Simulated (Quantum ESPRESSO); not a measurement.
# NiSb (Breithauptite) under changes of volume

One of the cells (16.761 Å³/atom); the others are scaled copies at fixed shape and fractional positions:

```xyz
4
Lattice="3.9016 0.0000 0.0000 -1.9508 3.3789 0.0000 0.0000 0.0000 5.0856" Properties=species:S:1:pos:R:3 pbc="T T T"
Sb    1.9508    1.1263    3.8142
Sb    0.0000    2.2526    1.2714
Ni    0.0000    0.0000    2.5428
Ni    0.0000    0.0000    0.0000
```

| Quantity | Value |
| --- | --- |
| Program | Quantum ESPRESSO 7.5 |
| Functional | PBE |
| Potentials or basis | SSSP 1.3 efficiency PBE |
| Cutoff | 748 eV |
| Density cutoff | 5987 eV |
| k mesh | 8 × 8 × 5 |
| Occupations | fermi-dirac, width 0.05 eV |
| Spin | collinear spin, ferromagnetic start |
| Starting moments | [0.0, 0.0, 1.0, 1.0] μB |

| volume (Å³/atom) | energy over the lowest point (meV/atom) | pressure (GPa) |
| --- | --- | --- |
| 16.077 | ? | ? |
| 16.419 | 35.52 | 10.0 |
| 16.761 | 17.54 | 6.9 |
| 17.103 | 5.95 | 4.1 |
| 17.446 | 0.00 | 1.6 |

**Question.** What does the run at 16.077 Å³/atom give?

**Answer.** Energy over the lowest point 60.70 meV/atom; pressure 13.6 GPa.

Worked out: A Birch-Murnaghan fit of order 2 (a polynomial in V^(-2/3)) to the other rows has its minimum at 17.66 Å³/atom, just outside them, with B0 = V·E''(V) = 118 GPa at fixed shape and positions, which overstates the stiffness. It gives 60.43 meV/atom at 16.077 Å³/atom, against the run's 60.70, and -dE/dV = 13.4 GPa, against 13.6.

Energies are extrapolated to zero smearing.
